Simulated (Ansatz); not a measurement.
Crystal: Au.

```
Au
1.0
    -1.65727    1.65727    1.65727
     1.65727   -1.65727    1.65727
     1.65727    1.65727   -1.65727
Au
1
Cartesian
  0.0000 0.0000 0.0000
```

This isn't the form of Au at room conditions, which is fcc.

```yaml
Program: Ansatz 0.2.0
Task: single point
Functional: PBE
Potentials_or_basis: Ansatz PAW
Cutoff: "420 eV (not typed: the program's choice for these potentials)"
k_mesh: 11 × 11 × 11
Occupations: fermi-dirac, width 0.05 eV
Spin: no spin polarisation
```

On this cell: pressure -0.9 GPa; band gap on the k mesh none (metal or under the smearing width).

The same run follows on a disturbed copy (cell strained at random at fixed volume):

```
Au
1.0
    -1.66724    1.61085    1.66470
     1.60373   -1.63568    1.62603
     1.73643    1.70488   -1.68953
Au
1
Direct
  0.99012 0.98291 0.97870
```

Question: What does the disturbed cell give?

Answer: The energy (extrapolated to zero smearing) moves by +6.4 meV/atom; pressure -0.5 GPa; band gap on the k mesh none (metal or under the smearing width).

Stress tensor (GPa, compression positive):
```
 0.15 -2.10  1.94
-2.10 -0.47  0.25
 1.94  0.25 -1.21
```
